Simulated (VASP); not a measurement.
Set up this calculation in VASP 6.6.1, as the native input.

```yaml
Task: single point
Functional: PBEsol
Potentials_or_basis: VASP PAW PBE potentials, release 64 (Cd, As, Ge_d)
Cutoff: 520 eV
k_mesh: 6 × 6 × 6
Occupations: fermi-dirac, width 0.05 eV
Spin: no spin polarisation
Ladder: free
Further_INCAR_settings: ALGO = Normal; EDIFF = 1e-07; NBANDS = 46
```

The structure of CdGeAs2 lies in POSCAR:

```
CdGeAs2
1.0
   -2.9888745628      2.9888745628      5.6642966801
    2.9888745628     -2.9888745628      5.6642966801
    2.9888745628      2.9888745628     -5.6642966801
Cd As Ge
2 4 2
Direct
    0.5000000000      0.5000000000      0.0000000000
    0.2500000000      0.7500000000      0.5000000000
    0.0962175700      0.1250000000      0.4712175700
    0.3750000000      0.9037824300      0.0287824300
    0.6537824300      0.6250000000      0.5287824300
    0.8750000000      0.3462175700      0.9712175700
    0.7500000000      0.2500000000      0.5000000000
    0.0000000000      0.0000000000      0.0000000000
```

The cell is a database's computed one.

One way to write it, as run:

INCAR

```
ALGO     = Normal         # electronic algorithm
EDIFF    = 1E-7           # SCF threshold, eV
ENCUT    = 520            # plane-wave cutoff, eV
GGA      = PS             # functional
ISIF     = 2              # what is computed and relaxed
ISMEAR   = -1             # smearing method
KPAR     = 2            
LASPH    = T              # aspherical terms in the spheres
LCHARG   = F              # write CHGCAR
LREAL    = F              # projectors in reciprocal space
LWAVE    = F              # write WAVECAR
NBANDS   = 46             # bands
NELM     = 80             # most SCF steps
PREC     = Accurate       # precision mode
SIGMA    = 0.05           # smearing width, eV
```

KPOINTS

```
k-points
0
Gamma
  6 6 6
```

Potentials or basis: VASP PAW PBE potentials, release 64 (Cd, As, Ge_d).

Command:

```console
$ cat potpaw_PBE.64/Cd/POTCAR potpaw_PBE.64/As/POTCAR potpaw_PBE.64/Ge_d/POTCAR > POTCAR
$ mpirun -np 2 vasp_std > vasp.out
```

It gave:

```
Pressure               : -0.5 GPa
Largest force          : 0.170 eV/Å
Band gap on the k mesh : 0.19 eV, indirect (least direct gap 0.21 eV)
```

Caveat: the PAW data sets were made with another functional, which shifts forces and pressure a little.

Run time: 2.2 min on 2 MPI ranks on AMD EPYC 9R45 96-Core Processor (Zen 5), with other jobs on the host, peak memory 0.52 GiB a rank.
